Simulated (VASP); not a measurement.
# SnO2 (Pa-3) in VASP: relaxation of cell and atoms with PBEsol

Aim: the relaxation of cell and atoms of SnO2 with PBEsol.

Program: VASP 6.6.1. These are calculated values, not measurements. Logs are shortened: lines on timing, memory, paths and dates and some standing lists are left out, and cuts for length are marked.

## 1. The structure

The structure is cubic, space group Pa-3 (No. 205). Conventional cell: a = 5.175 Å, b = 5.175 Å, c = 5.175 Å, α = 90.00°, β = 90.00°, γ = 90.00°. Sn (site symmetry -3) is surrounded by 6 O at 2.11 Å. Around O (site symmetry 3) lie 3 Sn at 2.11 Å.

Measurements of this composition are mostly on another form, of space group No. 136.

## 2. Relaxation of cell and atoms, PBEsol

The input, INCAR:

```
PREC = Accurate ; ENCUT = 600
EDIFF = 1E-7 ; ISMEAR = 0
SIGMA = 0.02 ; LREAL = F
LASPH = T ; NELM = 100
ALGO = Normal ; ISIF = 3
LWAVE = F ; LCHARG = F
GGA = PS ; IBRION = 2
NSW = 90 ; EDIFFG = -0.005
```

The input, KPOINTS:

```
Automatic mesh
0
Gamma
  6 6 6
```

The input, POSCAR:

```
SnO2
1.0
    5.1752560000      0.0000000000      0.0000000000
    0.0000000000      5.1752560000      0.0000000000
    0.0000000000      0.0000000000      5.1752560000
Sn O
4 8
Direct
    0.0000000000      0.5000000000      0.5000000000
    0.5000000000      0.5000000000      0.0000000000
    0.5000000000      0.0000000000      0.5000000000
    0.0000000000      0.0000000000      0.0000000000
    0.3389020000      0.1610980000      0.8389020000
    0.1610980000      0.8389020000      0.3389020000
    0.8389020000      0.3389020000      0.1610980000
    0.6610980000      0.6610980000      0.6610980000
    0.3389020000      0.3389020000      0.3389020000
    0.1610980000      0.6610980000      0.8389020000
    0.8389020000      0.1610980000      0.6610980000
    0.6610980000      0.8389020000      0.1610980000
```

Potentials or basis: VASP PAW PBE potentials, release 64 (Sn_d, O).

Started as:

```sh
$ cat potpaw_PBE.64/Sn_d/POTCAR potpaw_PBE.64/O/POTCAR > POTCAR
$ mpirun -np 1 vasp_std > vasp.out
```

OUTCAR:

```text
PREC = Accurate
   ENCUT = 600
   EDIFF = 1E-7
   ISMEAR = 0
   LREAL = F
   LASPH = T
   NELM = 100
   ISIF = 3
   GGA = PS
   IBRION = 2
   NSW = 90
   EDIFFG = -0.005

 ion  position               nearest neighbor table
   1  0.000  0.500  0.500-   6 2.11   7 2.11   8 2.11   9 2.11  10 2.11  11 2.11   2 3.66   3 3.66
                             4 3.66   2 3.66   4 3.66   3 3.66   4 3.66   4 3.66   2 3.66   3 3.66
   2  0.500  0.500  0.000-   5 2.11   7 2.11   8 2.11   9 2.11  10 2.11  12 2.11   1 3.66   3 3.66
                             4 3.66   1 3.66   3 3.66   3 3.66   4 3.66   3 3.66   1 3.66   4 3.66
   3  0.500  0.000  0.500-   5 2.11   6 2.11   8 2.11   9 2.11  11 2.11  12 2.11   1 3.66   2 3.66
                             4 3.66   2 3.66   4 3.66   1 3.66   2 3.66   2 3.66   1 3.66   4 3.66
   4  0.000  0.000  0.000-   5 2.11   6 2.11   7 2.11  10 2.11  11 2.11  12 2.11   1 3.66   2 3.66
                             3 3.66   1 3.66   3 3.66   1 3.66   2 3.66   1 3.66   2 3.66   3 3.66
   5  0.339  0.161  0.839-   2 2.11   3 2.11   4 2.11
   6  0.161  0.839  0.339-   1 2.11   3 2.11   4 2.11
   7  0.839  0.339  0.161-   1 2.11   2 2.11   4 2.11
   8  0.661  0.661  0.661-   1 2.11   2 2.11   3 2.11
   9  0.339  0.339  0.339-   1 2.11   2 2.11   3 2.11
  10  0.161  0.661  0.839-   1 2.11   2 2.11   4 2.11
  11  0.839  0.161  0.661-   1 2.11   3 2.11   4 2.11
  12  0.661  0.839  0.161-   2 2.11   3 2.11   4 2.11

  LATTYP: Found a simple cubic cell.
 ALAT       =     5.1752560000

  Lattice vectors:

 A1 = (   5.1752560000,   0.0000000000,   0.0000000000)
 A2 = (   0.0000000000,   5.1752560000,   0.0000000000)
 A3 = (   0.0000000000,   0.0000000000,   5.1752560000)

Analysis of symmetry for initial positions (statically):
=====================================================================
 Subroutine PRICEL returns:
 Original cell was already a primitive cell.

 Routine SETGRP: Setting up the symmetry group for a
 simple cubic supercell.

 Subroutine GETGRP returns: Found 24 space group operations
 (whereof  6 operations were pure point group operations)
 out of a pool of 48 trial point group operations.

The static configuration has the point symmetry S_6 .
 The point group associated with its full space group is T_h .

Analysis of symmetry for dynamics (positions and initial velocities):
=====================================================================
 Subroutine PRICEL returns:
 Original cell was already a primitive cell.

 Routine SETGRP: Setting up the symmetry group for a
 simple cubic supercell.

 Subroutine GETGRP returns: Found 24 space group operations
 (whereof  6 operations were pure point group operations)
 out of a pool of 48 trial point group operations.

The dynamic configuration has the point symmetry S_6 .
 The point group associated with its full space group is T_h .

 Subroutine INISYM returns: Found 24 space group operations
 (whereof  6 operations are pure point group operations),
 and found     1 'primitive' translations

----------------------------------------------------------------------------------------

                                     Primitive cell

  volume of cell :     138.6103

  direct lattice vectors                    reciprocal lattice vectors
     5.175256000  0.000000000  0.000000000     0.193227156  0.000000000  0.000000000
     0.000000000  5.175256000  0.000000000     0.000000000  0.193227156  0.000000000
     0.000000000  0.000000000  5.175256000     0.000000000  0.000000000  0.193227156

  length of vectors
     5.175256000  5.175256000  5.175256000     0.193227156  0.193227156  0.193227156

  position of ions in fractional coordinates (direct lattice)
     0.000000000  0.500000000  0.500000000
     0.500000000  0.500000000  0.000000000
     0.500000000  0.000000000  0.500000000
     0.000000000  0.000000000  0.000000000
     0.338902000  0.161098000  0.838902000
     0.161098000  0.838902000  0.338902000
     0.838902000  0.338902000  0.161098000
     0.661098000  0.661098000  0.661098000
     0.338902000  0.338902000  0.338902000
     0.161098000  0.661098000  0.838902000
     0.838902000  0.161098000  0.661098000
     0.661098000  0.838902000  0.161098000

  ion indices of the primitive-cell ions
   primitive index   ion index
                 1           1
                 2           2
                 3           3
                 4           4
                 5           5
                 6           6
                 7           7
                 8           8
                 9           9
                10          10
                11          11
                12          12

----------------------------------------------------------------------------------------

 KPOINTS: Automatic mesh

Automatic generation of k-mesh.
 Grid dimensions read from file:
 generate k-points for:    6    6    6

 Generating k-lattice:

  Cartesian coordinates                     Fractional coordinates (reciprocal lattice)
     0.032204526  0.000000000  0.000000000     0.166666667  0.000000000  0.000000000
     0.000000000  0.032204526  0.000000000     0.000000000  0.166666667  0.000000000
     0.000000000  0.000000000  0.032204526     0.000000000  0.000000000  0.166666667

  Length of vectors
     0.032204526  0.032204526  0.032204526

  Shift w.r.t. Gamma in fractional coordinates (k-lattice)
     0.000000000  0.000000000  0.000000000

 Subroutine IBZKPT returns following result:
 ===========================================

 Found     24 irreducible k-points:

 Following reciprocal coordinates:
            Coordinates               Weight
  0.000000  0.000000  0.000000      1.000000
  0.166667  0.000000  0.000000      6.000000
  0.333333  0.000000  0.000000      6.000000
  0.500000  0.000000  0.000000      3.000000
  0.166667  0.166667  0.000000     12.000000
  0.333333  0.166667  0.000000     12.000000
[... 16 lines left out ...]
  0.500000  0.500000  0.333333      6.000000
  0.500000  0.500000  0.500000      1.000000
   k-points           NKPTS =     24   k-points in BZ     NKDIM =     24   number of bands    NBANDS=     62
   number of dos      NEDOS =    301   number of ions     NIONS =     12
   total plane-waves  NPLWV =  74088
   dimension x,y,z NGX =    42 NGY =   42 NGZ =   42
   dimension x,y,z NGXF=    84 NGYF=   84 NGZF=   84
   ions per type =               4   8
   NGX,Y,Z   is equivalent  to a cutoff of  13.49, 13.49, 13.49 a.u.
   NGXF,Y,Z  is equivalent  to a cutoff of  26.98, 26.98, 26.98 a.u.
 SYSTEM =  unknown system
   PREC   = accura    normal or accurate (medium, high low for compatibility)
   ISTART =      0    job   : 0-new  1-cont  2-samecut
   ICHARG =      2    charge: 1-file 2-atom 10-const
   ISPIN  =      1    spin polarized calculation?
   LNONCOLLINEAR =      F non collinear calculations
   LSORBIT =      F    spin-orbit coupling
   LASPH  =      T    aspherical Exc in radial PAW
   ENCUT  =  600.0 eV  44.10 Ry    6.64 a.u.  10.34 10.34 10.34*2*pi/ulx,y,z
   NELM   =    100;   NELMIN=  2; NELMDL= -5     # of ELM steps
   EDIFF  = 0.1E-06   stopping-criterion for ELM
   LREAL  =      F    real-space projection
   EDIFFG = -.5E-02   stopping-criterion for IOM
   NSW    =     90    number of steps for IOM
   IBRION =      2    ionic relax: 0-MD 1-quasi-New 2-CG
   NFREE  =      1    steps in history (QN), initial steepest desc. (CG)
   ISIF   =      3    stress and relaxation
   ISYM   =      2    0-nonsym 1-usesym 2-fastsym
   POTIM  = 0.5000    time-step for ionic-motion
   TEBEG  =    0.0;   TEEND  =   0.0 temperature during run
   PSTRESS=    0.0 pullay stress
   NELECT =     104.0000    total number of electrons
   NUPDOWN=      -1.0000    fix difference up-down
   EMIN   =  10.00;   EMAX   =-10.00  energy-range for DOS
   EFERMI =   0.00;   METHOD = LEGACY
   ISMEAR =     0;   SIGMA  =   0.02  broadening in eV -4-tet -1-fermi 0-gaus
   EFERMI_NEDOS =   21; number of points for ismear=-14 and -15
   IALGO  =     38    algorithm
   IMIX   =      4    mixing-type and parameters
     AMIX     =   0.40;   BMIX     =  1.00
     AMIX_MAG =   1.60;   BMIX_MAG =  1.00
  volume/ion in A,a.u.               =      11.55        77.95
  Fermi-wavevector in a.u.,A,eV,Ry     =   1.487604  2.811165 30.109240  2.212967
  Thomas-Fermi vector in A             =   2.600744
   LORBIT       =      0    0 simple, 1 ext, 2 COOP (PROOUT), +10 PAW based schemes
   GGA     = PS    functional components
   LHFCALC =     F    Hartree Fock is set to
   AEXX    =    0.0000 exact exchange contribution
   IVDW    =     0    specifies the selected vdW correction
   LEPSILON=     F    determine dielectric tensor
   LRPA    =     F    only Hartree local field effects (RPA)
 conjugate gradient relaxation of ions
 non-spin polarized calculation
 Gauss-broadening in eV      SIGMA  =   0.02
  energy-cutoff  :      600.00
  volume of cell :      138.61
 maximum number of plane-waves:      4680
 NGX is ok and might be reduce to    42
   NGX = 21   NGY = 21   NGZ = 21

--------------------------------------- Ionic step        1  -------------------------------------------

 number of electron     103.9999999 magnetization

 Free energy of the ion-electron system (eV)
  ---------------------------------------------------
  ext. energy  EPLUGINS =         0.00000000
  ---------------------------------------------------
  free energy    TOTEN  =       -78.30120980 eV

  energy without entropy =      -78.30120980  energy(sigma->0) =      -78.30120980

------------------------ aborting loop because EDIFF is reached ----------------------------------------

  FORCE on cell =-STRESS in cart. coord.  units (eV):
  Direction    XX          YY          ZZ          XY          YZ          ZX
  --------------------------------------------------------------------------------------
  -------------------------------------------------------------------------------------
  Total       -5.8478221     -5.8478221     -5.8478221      0.0000000      0.0000000      0.0000000
  in kB      -67.5941668    -67.5941668    -67.5941668      0.0000000      0.0000000      0.0000000
  external PRESSURE =     -67.5941668 kB  Pullay stress =       0.0000000 kB
[... 307 lines left out ...]
  energy  without entropy=      -78.4036656218  energy(sigma->0) =      -78.40366562

--------------------------------------- Ionic step        8  -------------------------------------------

 number of electron     104.0000009 magnetization

 Free energy of the ion-electron system (eV)
  ---------------------------------------------------
  ext. energy  EPLUGINS =         0.00000000
  ---------------------------------------------------
  free energy    TOTEN  =       -78.40375737 eV

  energy without entropy =      -78.40375737  energy(sigma->0) =      -78.40375737

 E-fermi :   6.9807     XC(G=0): -12.0847

 val. band max:        6.8495255600   @ k =  -0.1667   0.3333   0.0000
 cond. band min:       7.6693561828   @ k =   0.0000   0.0000   0.0000
 fundamental gap:      0.8198306228
 Fermi energy:         6.9806795670

 k-point     1 :       0.0000    0.0000    0.0000
  band No.  band energies     occupation
      1     -13.9042      2.00000
      2     -13.9042      2.00000
      3     -13.9042      2.00000
      4     -13.1098      2.00000
      5     -13.1098      2.00000
      6     -13.1098      2.00000
[... 1588 lines left out ...]
  FREE ENERGIE OF THE ION-ELECTRON SYSTEM (eV)
  ---------------------------------------------------
  free  energy   TOTEN  =       -78.4037573712 eV

  energy  without entropy=      -78.4037573712  energy(sigma->0) =      -78.40375737

 reached required accuracy - stopping structural energy minimisation
```

Run time: 12 min. Hardware: 1 thread of Intel Xeon 6975P-C (Granite Rapids), shared host; peak memory 0.39 GiB.

What came out:

```yaml
Free_energy: -78.4038 eV
Relaxed_volume: 11.16 Å³/atom
Relaxed_cell: a = 5.116 Å, b = 5.116 Å, c = 5.116 Å, α = 90.00°, β = 90.00°, γ = 90.00°
Space_group_after_relaxing_to_0.05_Å: Pa-3 (No. 205)
Energy_gained_by_relaxing: 8.5 meV/atom
Ionic_steps: 8
Pressure_after_relaxing: 0.0 GPa
Largest_force_after_relaxing: 0.004 eV/Å
Band_gap_on_the_k_mesh: 0.82 eV, indirect (least direct gap 0.90 eV)
```

Forces in eV/Å, atoms in the order of the input:
```
Sn   0.000  0.000  0.000
Sn   0.000  0.000  0.000
Sn   0.000  0.000  0.000
Sn   0.000  0.000  0.000
O    0.002 -0.002  0.002
O   -0.002  0.002  0.002
O    0.002  0.002 -0.002
O   -0.002 -0.002 -0.002
O    0.002  0.002  0.002
O   -0.002 -0.002  0.002
O    0.002 -0.002 -0.002
O   -0.002  0.002 -0.002
```

The path:
```tsv
step	energy change (eV)	largest force (eV/Å)	pressure (GPa)	volume (Å³)
1	0.0000	0.0211	-6.76	138.61
2	0.0247	0.0550	8.67	129.06
3	-0.1023	0.0127	-0.05	133.96
4	-0.1023	0.0135	0.09	133.87
5	-0.1024	0.0108	-0.10	133.98
6	-0.1024	0.0111	-0.07	133.97
7	-0.1025	0.0086	-0.05	133.95
8	-0.1025	0.0037	-0.02	133.92
```

Final structure:
```yaml
crystal:
  lattice:
    - [5.11615, 0.00000, 0.00000]
    - [0.00000, 5.11615, 0.00000]
    - [0.00000, 0.00000, 5.11615]
  atoms:
    - { symbol: Sn, position: [0.00000, 0.50000, 0.50000] }
    - { symbol: Sn, position: [0.50000, 0.50000, 0.00000] }
    - { symbol: Sn, position: [0.50000, 0.00000, 0.50000] }
    - { symbol: Sn, position: [0.00000, 0.00000, 0.00000] }
    - { symbol: O, position: [0.33918, 0.16082, 0.83918] }
    - { symbol: O, position: [0.16082, 0.83918, 0.33918] }
    - { symbol: O, position: [0.83918, 0.33918, 0.16082] }
    - { symbol: O, position: [0.66082, 0.66082, 0.66082] }
    - { symbol: O, position: [0.33918, 0.33918, 0.33918] }
    - { symbol: O, position: [0.16082, 0.66082, 0.83918] }
    - { symbol: O, position: [0.83918, 0.16082, 0.66082] }
    - { symbol: O, position: [0.66082, 0.83918, 0.16082] }
```

Levels at points of the mesh, in eV from the valence-band top:
```
           k point  band 48  band 49  band 50  band 51  band 52  band 53  band 54  band 55  band 56  band 57
(0.00, 0.00, 0.00)    -0.71    -0.28    -0.08    -0.08    -0.08     0.82     6.03     6.03     6.03     7.47
(0.50, 0.00, 0.00)    -0.73    -0.48    -0.48    -0.01    -0.01     3.90     3.90     5.07     5.07     7.79
(0.50, 0.50, 0.00)    -1.18    -0.33    -0.33    -0.33    -0.33     4.77     4.77     4.77     4.77     7.90
(0.50, 0.50, 0.50)    -1.20    -0.65    -0.65    -0.65    -0.65     5.28     5.28     5.28     5.28     7.38
```

Caveat: the PAW data sets were made with another functional, which shifts forces and pressure a little; spin-orbit coupling is left out, which moves the levels of the heavy elements. A k mesh can miss the band edges.
